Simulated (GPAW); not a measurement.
The system is AgO.

```
CELL_PARAMETERS angstrom
0.00000 2.30755 2.30755
2.30755 0.00000 2.30755
2.30755 2.30755 0.00000
ATOMIC_POSITIONS crystal
Ag 0.00000 0.00000 0.00000
O 0.75000 0.75000 0.75000
```

The cell isn't the ideal one: volume scaled by 0.88.

- Program: GPAW 26.7.0
- Task: relaxation of cell and atoms
- Functional: BLYP
- Dispersion: D4
- Potentials or basis: PAW data sets generated in the run's folder for this functional
- Cutoff: 800 eV
- Basis: pw
- k mesh: 10 × 10 × 10
- Occupations: gaussian, width 0.01 eV
- Spin: no spin polarisation

At the start: pressure 43.4 GPa; volume 12.29 Å³/atom.

**Question.** How do energy, volume and symmetry change on relaxing?

**Answer.** Over 5 steps the energy falls by 375.4 meV/atom and the volume is 15.79 Å³/atom (+28.5 %); space group F-43m (No. 216, to 0.05 Å).

Step by step:
| step | energy change (eV) | largest force (eV/Å) | pressure (GPa) | volume (Å³) |
| --- | --- | --- | --- | --- |
| 1 | 0.0000 | 0.0000 | 43.37 | 24.57 |
| 2 | -0.3901 | 0.0000 | 26.21 | 26.39 |
| 3 | -0.7271 | 0.0000 | 5.09 | 30.10 |
| 4 | -0.7494 | 0.0000 | 1.04 | 31.26 |
| 5 | -0.7507 | 0.0000 | 0.07 | 31.57 |

Final structure:
```xyz
2
Lattice="0.0000 2.5085 2.5085 2.5085 0.0000 2.5085 2.5085 2.5085 0.0000" Properties=species:S:1:pos:R:3 pbc="T T T"
Ag    0.0000    0.0000    0.0000
O     3.7628    3.7628    3.7628
```

Caveat: later steps reuse the first step's grids; the volume moved by over 15 % at a fixed basis, so the end points are rough; an odd number of electrons without spin polarisation forces a metal; a magnetic or distorted state may lie lower; pairwise dispersion overbinds metals, which lowers pressure and volume.
